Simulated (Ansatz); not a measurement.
# TiO2 (I4_1/amd): the equilibrium volume, part 2 of 2

At what volume is TiO2 (I4_1/amd) free of pressure?

Ansatz 0.2.0; DFT PBE, scalar-relativistic, plane waves, PAW.

**3. Full relaxation**

File input.yaml:

```yaml
crystal:
  lattice:
    - [-1.89126984, 1.89126984, 4.8075107874]
    - [1.89126984, -1.89126984, 4.8075107874]
    - [1.89126984, 1.89126984, -4.8075107874]
  atoms:
    - { symbol: Ti, position: [0.0, 0.0, 0.0] }
    - { symbol: Ti, position: [0.75, 0.25, 0.5] }
    - { symbol: O, position: [0.95715212, 0.45715212, 0.5] }
    - { symbol: O, position: [0.20715212, 0.20715212, 0.0] }
    - { symbol: O, position: [0.54284788, 0.04284788, 0.5] }
    - { symbol: O, position: [0.79284788, 0.79284788, 0.0] }
basis:
  ecutwfc: 420
kpoints:
  mp_grid: { grid: [10, 10, 10] }
hamiltonian:
  xc: pbe
scf:
  occupations: { method: gaussian, width: 0.02 }
output:
  forces: true
  stress: true
  eigenvalues: true
relax:
  adjacent_minimum: "off"
  f_tol: 0.005
  max_steps: 80
  cell: { stress_tol: 0.05 }
```

On the command line:

```console
> ansatz run input.yaml --threads 8 --pin off --max-ram 16384MiB --backend cpu --events-out ev --progress --plain --runs-dir out
```

Standard output:

```text
Warning: RAYON_NUM_THREADS=8 ignored (pool sized by the plan → 8); use --threads N
basis.fft_grid_basis auto: the FFT boxes are laid along the combinations [[1, 0, 1], [0, 1, 1], [0, 0, 1]] of the cell's own vectors, 3.783, 3.783 and 5.501 Å long. The dense box has 27×27×40 points. Along the cell's own vectors, as sized, it would have 40×40×40, 2.19 times as many. Of the 16 symmetry operations that the crystal satisfies within crystal.symmetry.tolerance (time reversal apart; of a slab, those that keep its plane) the dense box along the cell's own vectors carries 16, and the one as laid loses 14 of those. basis.fft_grid_basis: typed keeps the cell's own vectors: state it where this run's energies or levels are differenced outside the engine with another run's, or held beside a run that keeps those vectors.
Engine: ansatz 0.2.0, aarch64-unknown-linux-gnu
Pseudopotentials: kind: paw
Pseudopotential: Ti, paw, valence charge 12, recommended cutoff 420 eV (normal), Ti.paw.azcp
Pseudopotential: O, paw, valence charge 6, recommended cutoff 420 eV (normal), O.paw.azcp
Functional definition: PBE
  parameter kappa = 0.804
  parameter beta = 0.06672455060314922
  exchange = pbe_x(kappa = kappa, mu = beta*pi^2/3)
  correlation = pbe_c(beta = beta)
Crystal: 6 atoms, lattice volume = 68.784 Å³
Basis set: ecut = 420 eV, 1333 PW (Γ), FFT grids on a1+a3, a2+a3, a3, exchange–correlation on 54×54×80 points (8 copies of the dense FFT grid, shifted against one another)
Bands: 30, of which v1, the nominal top of the filled ones, is band 24 counted from 1 (23 counted from 0)
Symmetry: 16 space group operations
Space group: I41/amd (ITA 141), of the structure as read, at distance tolerance 4.1e-5 Å
k-points: 102 of 1000
Non-local potential: Ti, projectors of the file, l = 0: 3, l = 1: 2, l = 2: 3, l = 3: 1
Non-local potential: O, projectors of the file, l = 0: 2, l = 1: 2, l = 2: 1
PAW form: soft (Blöchl's): semilocal exchange-correlation on the pseudo side does not see the compensation charge
PAW one-centre angular grid: Ti, 590 points (default); XC on 64 Gauss nodes
PAW one-centre angular grid: O, 110 points (default); XC on 64 Gauss nodes
Initial density: superposition of atomic densities (neutral atoms: chi_scale 0, normalization atom), corrected by the library's trained network
Initial wavefunctions: pseudopotential atomic-orbital guess
Functional: x = pbe(κ = 0.804, μ = 0.2195149727645171), c = pbe(β = 0.06672455060314922)
SCF iter   1: F=—  HF=-7277.486094 eV  |F-HF|=—  |Δ(HF+E_count)|=         —  Δρ=3.38e-3  dr2=2.68e-3  ethr=1.77e-3  ⟨swp⟩=5.4  Hψ=12728  notcnv=0
preconditioner: auto → none  [insulator: Δε(μ)=2.163 eV  Ē_g=9.617 eV  σ=0.020 eV  W_gap=1.00  n_scr=14 (ndim 8)  ℏωp=25.3 eV  f_vac=0.104  D(μ)=0.00/eV (n_scr^D=0)  ε∞_Penn≈7.9]
SCF iter   2: F=—  HF=-7277.487724 eV  |F-HF|=—  |Δ(HF+E_count)|=   1.63e-3  Δρ=2.30e-3  dr2=2.43e-3  ethr=5.57e-6  ⟨swp⟩=2.7  Hψ=6449  notcnv=0  defer=171
SCF iter   3: F=—  HF=-7277.487789 eV  |F-HF|=—  |Δ(HF+E_count)|=   6.49e-5  Δρ=1.48e-3  dr2=9.97e-4  ethr=5.06e-6  ⟨swp⟩=2.0  Hψ=4893  notcnv=0  defer=171
SCF iter   4: F=—  HF=-7277.487928 eV  |F-HF|=—  |Δ(HF+E_count)|=   1.38e-4  Δρ=6.09e-4  dr2=1.53e-4  ethr=2.08e-6  ⟨swp⟩=2.0  Hψ=3508  notcnv=0  defer=171
SCF iter   5: F=—  HF=-7277.487977 eV  |F-HF|=—  |Δ(HF+E_count)|=   4.95e-5  Δρ=1.23e-4  dr2=6.12e-6  ethr=3.18e-7  ⟨swp⟩=2.0  Hψ=3808  notcnv=0  defer=171
SCF iter   6: F=—  HF=-7277.487809 eV  |F-HF|=—  |Δ(HF+E_count)|=   1.68e-4  Δρ=1.28e-5  dr2=2.59e-8  ethr=2.08e-10  ⟨swp⟩=6.8  Hψ=14943  notcnv=0
SCF iter   7: F=-7277.487809 eV  HF=-7277.487809 eV  |F-HF|=1.42e-9  |Δ(HF+E_count)|=   7.39e-8  Δρ=1.89e-6  dr2=6.06e-10  ethr=5.39e-11  ⟨swp⟩=2.0  Hψ=10347  notcnv=0
SCF 1 converged in 7 iterations: F = -7277.487809 eV  dr2 = 6.06e-10
relax step   1: F+E_penalty+E_count = -7277.48780930 eV  Δ(F+E_penalty+E_count) = +0.000e0 eV  max|allowed force component| = 4.808e-2 eV/Å  Δτ_max = 0.0000 Å  P = +3.414 GPa  Ω = 68.784 Å³  (7 SCF iters, dr2 threshold 1.00e-7 eV, accepted)
Crystal: 6 atoms, lattice volume = 69.576 Å³
Basis set: ecut = 420 eV, 1349 PW (Γ), FFT grids on a1+a3, a2+a3, a3, exchange–correlation on 54×54×80 points (8 copies of the dense FFT grid, shifted against one another)
Initial density: handed on by an earlier stage of this run
Initial wavefunctions: those handed on with the density
iter 1 solved again at ethr=6.18e-6 eV; its pass at ethr=3.10e-3 eV (dr2=2.97e-3 eV) is discarded
SCF iter   1: F=—  HF=-7277.495736 eV  |F-HF|=—  |Δ(HF+E_count)|=         —  Δρ=1.97e-3  dr2=2.39e-3  ethr=6.18e-6  ⟨swp⟩=2.0  Hψ=17009  notcnv=0
preconditioner: auto → Resta (q_TF=auto, 2.565 Å⁻¹)  ε∞=8.0  [insulator: Δε(μ)=2.124 eV  Ē_g=9.520 eV  σ=0.020 eV  W_gap=1.00  n_scr=22 (ndim 8)  ℏωp=25.2 eV  f_vac=0.107  D(μ)=0.00/eV (n_scr^D=0)  ε∞_Penn≈8.0]
SCF iter   2: F=—  HF=-7277.495287 eV  |F-HF|=—  |Δ(HF+E_count)|=   4.48e-4  Δρ=9.45e-4  dr2=7.73e-4  ethr=4.98e-6  ⟨swp⟩=2.0  Hψ=5300  notcnv=0
SCF iter   3: F=—  HF=-7277.495187 eV  |F-HF|=—  |Δ(HF+E_count)|=   1.01e-4  Δρ=4.20e-4  dr2=1.91e-4  ethr=1.61e-6  ⟨swp⟩=2.0  Hψ=4867  notcnv=0
SCF iter   4: F=—  HF=-7277.494996 eV  |F-HF|=—  |Δ(HF+E_count)|=   1.91e-4  Δρ=1.73e-4  dr2=4.23e-5  ethr=3.99e-7  ⟨swp⟩=2.1  Hψ=4698  notcnv=0
SCF iter   5: F=—  HF=-7277.495005 eV  |F-HF|=—  |Δ(HF+E_count)|=   8.79e-6  Δρ=3.95e-5  dr2=1.98e-6  ethr=8.81e-8  ⟨swp⟩=2.0  Hψ=4310  notcnv=0
SCF iter   6: F=-7277.495008 eV  HF=-7277.495008 eV  |F-HF|=1.02e-7  |Δ(HF+E_count)|=   2.66e-6  Δρ=8.49e-6  dr2=6.21e-8  ethr=1.25e-9  ⟨swp⟩=5.6  Hψ=12297  notcnv=0
SCF 2 converged in 6 iterations: F = -7277.495008 eV  dr2 = 6.21e-8
relax step   2: F+E_penalty+E_count = -7277.49500789 eV  Δ(F+E_penalty+E_count) = -7.199e-3 eV  max|allowed force component| = 8.110e-3 eV/Å  Δτ_max = 0.0029 Å  P = +0.983 GPa  Ω = 69.576 Å³  energy of the carried Pulay correction = -3.334e-3 eV  (6 SCF iters, dr2 threshold 6.00e-7 eV, accepted)
Crystal: 6 atoms, lattice volume = 69.917 Å³
Basis set: ecut = 420 eV, 1365 PW (Γ), FFT grids on a1+a3, a2+a3, a3, exchange–correlation on 54×54×80 points (8 copies of the dense FFT grid, shifted against one another)
iter 1 solved again at ethr=1.03e-6 eV; its pass at ethr=3.10e-3 eV (dr2=4.97e-4 eV) is discarded
SCF iter   1: F=—  HF=-7277.494900 eV  |F-HF|=—  |Δ(HF+E_count)|=         —  Δρ=7.98e-4  dr2=3.96e-4  ethr=1.03e-6  ⟨swp⟩=2.1  Hψ=16958  notcnv=0
preconditioner: auto → Resta (q_TF=auto, 2.563 Å⁻¹)  ε∞=8.0  [insulator: Δε(μ)=2.127 eV  Ē_g=9.495 eV  σ=0.020 eV  W_gap=1.00  n_scr=22 (ndim 8)  ℏωp=25.1 eV  f_vac=0.107  D(μ)=0.00/eV (n_scr^D=0)  ε∞_Penn≈8.0]
SCF iter   2: F=—  HF=-7277.494647 eV  |F-HF|=—  |Δ(HF+E_count)|=   2.53e-4  Δρ=3.92e-4  dr2=1.29e-4  ethr=8.24e-7  ⟨swp⟩=2.0  Hψ=4692  notcnv=0
SCF iter   3: F=—  HF=-7277.494632 eV  |F-HF|=—  |Δ(HF+E_count)|=   1.51e-5  Δρ=1.76e-4  dr2=3.21e-5  ethr=2.69e-7  ⟨swp⟩=2.0  Hψ=3827  notcnv=0
SCF iter   4: F=—  HF=-7277.494632 eV  |F-HF|=—  |Δ(HF+E_count)|=   2.23e-7  Δρ=7.10e-5  dr2=6.91e-6  ethr=6.69e-8  ⟨swp⟩=2.0  Hψ=4695  notcnv=0
SCF iter   5: F=-7277.494634 eV  HF=-7277.494634 eV  |F-HF|=4.11e-7  |Δ(HF+E_count)|=   2.00e-6  Δρ=1.66e-5  dr2=3.30e-7  ethr=1.25e-9  ⟨swp⟩=3.1  Hψ=11389  notcnv=0
SCF 3 converged in 5 iterations: F = -7277.494634 eV  dr2 = 3.30e-7
relax step   3: F+E_penalty+E_count = -7277.49463411 eV  Δ(F+E_penalty+E_count) = +3.738e-4 eV  max|allowed force component| = 2.577e-3 eV/Å  Δτ_max = 0.0019 Å  P = +0.010 GPa  Ω = 69.917 Å³  energy of the carried Pulay correction = -4.754e-3 eV  (5 SCF iters, dr2 threshold 6.00e-7 eV, accepted)
Initial wavefunctions: pseudopotential atomic-orbital guess (no wavefunctions were taken with the density)
iter 1 solved again at ethr=1.47e-8 eV; its pass at ethr=3.10e-3 eV (dr2=7.08e-6 eV) is discarded
SCF iter   1: F=—  HF=-7277.499805 eV  |F-HF|=—  |Δ(HF+E_count)|=         —  Δρ=2.02e-4  dr2=3.23e-6  ethr=1.47e-8  ⟨swp⟩=3.2  Hψ=20944  notcnv=0
preconditioner: auto → Resta (q_TF=auto, 2.563 Å⁻¹)  ε∞=8.0  [insulator: Δε(μ)=2.132 eV  Ē_g=9.499 eV  σ=0.020 eV  W_gap=1.00  n_scr=22 (ndim 8)  ℏωp=25.1 eV  f_vac=0.106  D(μ)=0.00/eV (n_scr^D=0)  ε∞_Penn≈8.0]
SCF iter   2: F=—  HF=-7277.499809 eV  |F-HF|=—  |Δ(HF+E_count)|=   4.05e-6  Δρ=1.03e-4  dr2=1.70e-6  ethr=6.73e-9  ⟨swp⟩=2.0  Hψ=4692  notcnv=0
SCF iter   3: F=—  HF=-7277.499860 eV  |F-HF|=—  |Δ(HF+E_count)|=   5.08e-5  Δρ=5.14e-5  dr2=4.40e-7  ethr=3.54e-9  ⟨swp⟩=2.0  Hψ=4095  notcnv=0
SCF iter   4: F=—  HF=-7277.499874 eV  |F-HF|=—  |Δ(HF+E_count)|=   1.33e-5  Δρ=6.00e-6  dr2=4.74e-8  ethr=9.16e-10  ⟨swp⟩=2.1  Hψ=4261  notcnv=0
SCF iter   5: F=—  HF=-7277.499874 eV  |F-HF|=—  |Δ(HF+E_count)|=   2.14e-8  Δρ=2.49e-6  dr2=6.96e-9  ethr=9.87e-11  ⟨swp⟩=2.0  Hψ=4175  notcnv=0
SCF iter   6: F=—  HF=-7277.499874 eV  |F-HF|=—  |Δ(HF+E_count)|=   1.98e-8  Δρ=4.62e-7  dr2=1.09e-10  ethr=1.45e-11  ⟨swp⟩=2.0  Hψ=4681  notcnv=0
SCF iter   7: F=-7277.499874 eV  HF=-7277.499874 eV  |F-HF|=9.09e-13  |Δ(HF+E_count)|=  1.74e-10  Δρ=6.71e-8  dr2=2.88e-12  ethr=1.00e-12  ⟨swp⟩=4.8  Hψ=10200  notcnv=0
SCF 4 converged in 7 iterations: F = -7277.499874 eV  dr2 = 2.88e-12
relax step   4: F+E_penalty+E_count = -7277.49987360 eV  Δ(F+E_penalty+E_count) = -5.239e-3 eV  max|allowed force component| = 2.494e-3 eV/Å  Δτ_max = 0.0000 Å  P = +0.149 GPa  Ω = 69.917 Å³  stress off target by 2.09e-1 GPa  SCF on the basis re-selected at this cell (its energy is not comparable with the rows above)  (7 SCF iters)
basis re-selected at this cell: Δ(F+E_penalty+E_count) = -5.239e-3 eV, ΔP = +0.139 GPa vs the last step (what re-selecting the basis moved, of the pressure what is left beyond the Pulay correction that the steps carried, after the strain that the cell walked since its last selection, with what the two solves' SCF thresholds leave and, on support functions, any second-order correction that the steps lacked; it is no measure of the basis error at this ecutwfc). This SCF's stress stands 2.09e-1 GPa from its target on what of the cell is left free (relax.cell.stress_tol is 5.00e-2 GPa) and its largest allowed force component is 2.49e-3 eV/Å (relax.f_tol is 5.00e-3 eV/Å): not within both, so this SCF does not close the relaxation
Crystal: 6 atoms, lattice volume = 69.988 Å³
iter 1 solved again at ethr=3.71e-8 eV; its pass at ethr=3.10e-3 eV (dr2=1.78e-5 eV) is discarded
SCF iter   1: F=—  HF=-7277.499820 eV  |F-HF|=—  |Δ(HF+E_count)|=         —  Δρ=1.76e-4  dr2=1.29e-5  ethr=3.71e-8  ⟨swp⟩=3.0  Hψ=17504  notcnv=0
preconditioner: auto → Resta (q_TF=auto, 2.562 Å⁻¹)  ε∞=8.0  [insulator: Δε(μ)=2.134 eV  Ē_g=9.494 eV  σ=0.020 eV  W_gap=1.00  n_scr=22 (ndim 8)  ℏωp=25.1 eV  f_vac=0.106  D(μ)=0.00/eV (n_scr^D=0)  ε∞_Penn≈8.0]
SCF iter   2: F=—  HF=-7277.499632 eV  |F-HF|=—  |Δ(HF+E_count)|=   1.88e-4  Δρ=9.92e-5  dr2=4.07e-6  ethr=2.68e-8  ⟨swp⟩=2.0  Hψ=4412  notcnv=0
SCF iter   3: F=—  HF=-7277.499632 eV  |F-HF|=—  |Δ(HF+E_count)|=   4.97e-7  Δρ=5.57e-5  dr2=1.56e-6  ethr=8.48e-9  ⟨swp⟩=2.1  Hψ=4065  notcnv=0
SCF iter   4: F=-7277.499633 eV  HF=-7277.499633 eV  |F-HF|=6.20e-8  |Δ(HF+E_count)|=   4.25e-7  Δρ=1.05e-5  dr2=6.92e-8  ethr=2.28e-10  ⟨swp⟩=3.0  Hψ=11657  notcnv=0
SCF 5 converged in 4 iterations: F = -7277.499633 eV  dr2 = 6.92e-8
relax step   5: F+E_penalty+E_count = -7277.49963276 eV  Δ(F+E_penalty+E_count) = +2.408e-4 eV  max|allowed force component| = 1.184e-3 eV/Å  Δτ_max = 0.0017 Å  P = +0.006 GPa  Ω = 69.988 Å³  energy of the carried Pulay correction = -3.048e-4 eV  (4 SCF iters, dr2 threshold 1.09e-7 eV, accepted)
iter 1 solved again at ethr=6.26e-9 eV; its pass at ethr=3.10e-3 eV (dr2=3.00e-6 eV) is discarded
SCF iter   1: F=—  HF=-7277.499989 eV  |F-HF|=—  |Δ(HF+E_count)|=         —  Δρ=7.35e-5  dr2=1.84e-7  ethr=6.26e-9  ⟨swp⟩=3.7  Hψ=22200  notcnv=0
preconditioner: auto → Resta (q_TF=auto, 2.562 Å⁻¹)  ε∞=8.0  [insulator: Δε(μ)=2.135 eV  Ē_g=9.495 eV  σ=0.020 eV  W_gap=1.00  n_scr=22 (ndim 8)  ℏωp=25.1 eV  f_vac=0.106  D(μ)=0.00/eV (n_scr^D=0)  ε∞_Penn≈8.0]
SCF iter   2: F=—  HF=-7277.499860 eV  |F-HF|=—  |Δ(HF+E_count)|=   1.28e-4  Δρ=3.79e-5  dr2=9.50e-8  ethr=3.84e-10  ⟨swp⟩=2.8  Hψ=5606  notcnv=0
SCF iter   3: F=—  HF=-7277.499877 eV  |F-HF|=—  |Δ(HF+E_count)|=   1.70e-5  Δρ=1.74e-5  dr2=3.50e-8  ethr=1.98e-10  ⟨swp⟩=2.0  Hψ=4255  notcnv=0
SCF iter   4: F=—  HF=-7277.499881 eV  |F-HF|=—  |Δ(HF+E_count)|=   4.01e-6  Δρ=3.29e-6  dr2=4.53e-9  ethr=7.28e-11  ⟨swp⟩=2.0  Hψ=4074  notcnv=0
SCF iter   5: F=—  HF=-7277.499882 eV  |F-HF|=—  |Δ(HF+E_count)|=   8.70e-8  Δρ=1.17e-6  dr2=4.61e-10  ethr=9.45e-12  ⟨swp⟩=2.0  Hψ=4048  notcnv=0
SCF iter   6: F=-7277.499882 eV  HF=-7277.499882 eV  |F-HF|=1.36e-11  |Δ(HF+E_count)|=   1.67e-8  Δρ=2.50e-7  dr2=3.30e-11  ethr=1.00e-12  ⟨swp⟩=3.0  Hψ=11624  notcnv=0
SCF 6 converged in 6 iterations: F = -7277.499882 eV  dr2 = 3.30e-11
relax step   6: F+E_penalty+E_count = -7277.49988152 eV  Δ(F+E_penalty+E_count) = -2.488e-4 eV  max|allowed force component| = 1.203e-3 eV/Å  Δτ_max = 0.0000 Å  P = +0.010 GPa  Ω = 69.988 Å³  stress off target by 4.26e-2 GPa  SCF on the basis re-selected at this cell (its energy is not comparable with the rows above)  (6 SCF iters)
basis re-selected at this cell: Δ(F+E_penalty+E_count) = -2.488e-4 eV, ΔP = +0.004 GPa vs the last step (what re-selecting the basis moved, of the pressure what is left beyond the Pulay correction that the steps carried, after the strain that the cell walked since its last selection, with what the two solves' SCF thresholds leave and, on support functions, any second-order correction that the steps lacked; it is no measure of the basis error at this ecutwfc). This SCF's stress stands 4.26e-2 GPa from its target on what of the cell is left free (relax.cell.stress_tol is 5.00e-2 GPa) and its largest allowed force component is 1.20e-3 eV/Å (relax.f_tol is 5.00e-3 eV/Å): within both
SCF converged after 6 iterations
Free energy (F): -7277.499882 eV
Harris-Foulkes:  -7277.499882 eV  (|F-HF|=1.36e-11)
Internal energy: -7277.499882 eV  (E = F + TS)
E sigma→0 (E₀):  -7277.499882 eV
Fermi energy:    8.031779 eV
--- Per-component energies (eV) ---
  E_band       = -471.277899
  E_kinetic    = 1244.866108
  E_local      = -3616.078641  (includes V_loc(G=0)·N_el)
  E_nonlocal   = 196.372321
  E_hartree    = 1401.054185
  E_xc         = -492.101562
  E_vxc        = -623.122967  (∫ρ·V_xc dr)
  E_paw        = -2721.733817  (= ΣΔE_a)
  E_vpaw       = -475.433280  (= ΣTr[D̂ρ^β])
  E_aug_tail   = 0.010155  (compensation charges beyond the density's cutoff)
  E_ewald      = -3289.888630
  E_smearing   = -0.000000  (= −TS)
  E_closure    = 0.000000  (closes the sum)
  Σ components = -7277.499882   (vs F -7277.499882, Δ=0.00e0)
--- Forces (eV/Å), atoms counted from 1 ---
  atom   1  Ti    -0.00000000     0.00000000     0.00000000
  atom   2  Ti     0.00000000     0.00000000     0.00000000
  atom   3  O      0.00000000    -0.00000000     0.00120314
  atom   4  O      0.00000000    -0.00000000     0.00120314
  atom   5  O      0.00000000    -0.00000000    -0.00120314
  atom   6  O      0.00000000    -0.00000000    -0.00120314
  max |Σ_I F_I| component: 5.85e-18 eV/Å
--- Stress (GPa, compression-positive) ---
       -0.006571       0.000000      -0.000000
        0.000000      -0.006571      -0.000000
        0.000000      -0.000000       0.042636
  P = ⅓ Tr σ = 0.0098 GPa (0.098 kbar)
--- Band table (eV; the first three rows and the last of 102) ---
  k-point 0: bands = ["-49.4288", "-49.3770", "-25.8692", "-25.6527", "-25.6527", "-25.5907", "-25.5907", "-25.5140", "-10.5818", "-9.5620", "-9.4885", "-9.1078", "3.0921", "3.1959", "3.1959", "3.5992", "4.9839", "4.9839", "5.0111", "6.1820", "6.1820", "6.1906", "6.5542", "6.5542", "9.0993", "9.7675", "10.9560", "10.9560", "10.9616", "10.9616"]
  k-point 1: bands = ["-49.4272", "-49.3779", "-25.8680", "-25.6692", "-25.6585", "-25.6000", "-25.5911", "-25.5112", "-10.4896", "-9.5073", "-9.4498", "-9.0839", "2.9968", "3.0803", "3.0863", "3.6136", "4.7909", "5.0728", "5.1208", "5.9631", "5.9821", "6.0955", "6.2370", "6.6691", "9.5077", "9.8301", "10.5330", "10.7377", "10.7945", "10.9070"]
  k-point 2: bands = ["-49.4225", "-49.3806", "-25.8649", "-25.7089", "-25.6730", "-25.6245", "-25.5900", "-25.5091", "-10.2351", "-9.3698", "-9.3436", "-9.0234", "2.6289", "2.8478", "3.0395", "3.7097", "4.3879", "4.8723", "5.0807", "5.3417", "5.4058", "5.8482", "6.3823", "6.7739", "9.8654", "10.0888", "10.2570", "10.5613", "10.6013", "11.0310"]
  k-point 101: bands = ["-49.4030", "-49.4030", "-25.6945", "-25.6945", "-25.6732", "-25.6732", "-25.5700", "-25.5700", "-10.0368", "-10.0368", "-9.3555", "-9.3555", "3.2735", "3.2735", "3.3445", "3.3445", "5.0053", "5.0053", "5.6446", "5.6446", "5.7408", "5.7408", "6.8728", "6.8728", "9.4226", "9.4226", "10.6839", "10.6839", "11.2432", "11.2432"]
--- Relaxed structure (4 steps of the walk, 4 accepted, 2 SCFs on fresh bases) ---
  F+E_penalty+E_count = -7277.49988152 eV   max|allowed force component| = 1.203e-3 eV/Å   (the final SCF, on the basis selected at the relaxed cell)
  cell:  # Å, volume = 69.9882 Å³
    - [-1.899600059258617, 1.899600059258617, 4.848872058307867]
    - [1.899600059258617, -1.899600059258617, 4.848872058307867]
    - [1.899600059258617, 1.899600059258617, -4.848872058307867]
  atoms:
    - { symbol: Ti, position: [-3.758709445946892e-21, -3.7587094459468244e-21, -9.215323239222061e-36] }
    - { symbol: Ti, position: [0.75, 0.24999999999999994, 0.49999999999999994] }
    - { symbol: O, position: [0.9564815360073253, 0.45648153600732533, 0.49999999999999994] }
    - { symbol: O, position: [0.20648153600732536, 0.20648153600732536, -1.3932789973064162e-35] }
    - { symbol: O, position: [0.5435184639926747, 0.04351846399267465, 0.5] }
    - { symbol: O, position: [0.7935184639926746, 0.7935184639926746, 2.704991766358819e-35] }
```

It took 10 s on 8 threads of Arm Neoverse V1, shared host; peak memory 0.57 GiB.

Step by step:

| step | energy from step 1 (meV/atom) | largest force component (eV/Å) | pressure (GPa) | volume (Å³/atom) |
| --- | --- | --- | --- | --- |
| 1 | 0.0 | 0.048 | 3.41 | 11.464 |
| 2 | -1.2 | 0.008 | 0.98 | 11.596 |
| 3 | -1.1 | 0.003 | 0.01 | 11.653 |
| 4 | -2.0 | 0.002 | 0.15 | 11.653 |
| 5 | -2.0 | 0.001 | 0.01 | 11.665 |
| 6 | -2.0 | 0.001 | 0.01 | 11.665 |

Step 1 is the start. Step 4 repeats a cell on a basis chosen anew, so the energy can jump there without a move. Step 6 repeats the geometry before it on a plane-wave basis chosen anew for the final cell, which leaves the energy as it was. The run keeps the 16 symmetry operations that it found, so it can't reach a distortion that breaks them.

Read off: volume 11.665 Å³/atom, pressure 0.01 GPa, mesh gap 2.14 eV.

**4. The cell, before and after**

The cell before and after:

| cell as typed | before | after | change |
| --- | --- | --- | --- |
| a (Å) | 5.501 | 5.543 | +0.8 % |
| b (Å) | 5.501 | 5.543 | +0.8 % |
| c (Å) | 5.501 | 5.543 | +0.8 % |
| α (°) | 139.79 | 139.92 | +0.13° |
| β (°) | 139.79 | 139.92 | +0.13° |
| γ (°) | 58.18 | 57.98 | -0.20° |
| volume (Å³/atom) | 11.464 | 11.665 | +1.8 % |
| shortest distance (Å) | 1.936 | 1.946 | +0.5 % |
| space group | I4_1/amd | I4_1/amd | same |

**5. Summary of results**

This closing draws on all 2 parts. Changes of volume or cell count from the first structure of part 1.

| quantity | value |
| --- | --- |
| volume | 11.665 Å³/atom |
| pressure | 0.01 GPa |
| conventional cell | a = 3.799 Å, b = 3.799 Å, c = 9.698 Å, α = 90.00°, β = 90.00°, γ = 90.00° |
| gap on the mesh | 2.14 eV |

Over the 2 runs shown the cell moved from 11.46 to 11.66 Å³/atom, a change of +1.8 %, where the pressure is zero within 0.01 GPa.

The gaps are Kohn-Sham values of a semilocal functional, not quasiparticle or optical gaps. Such gaps usually fall short of the measured ones.
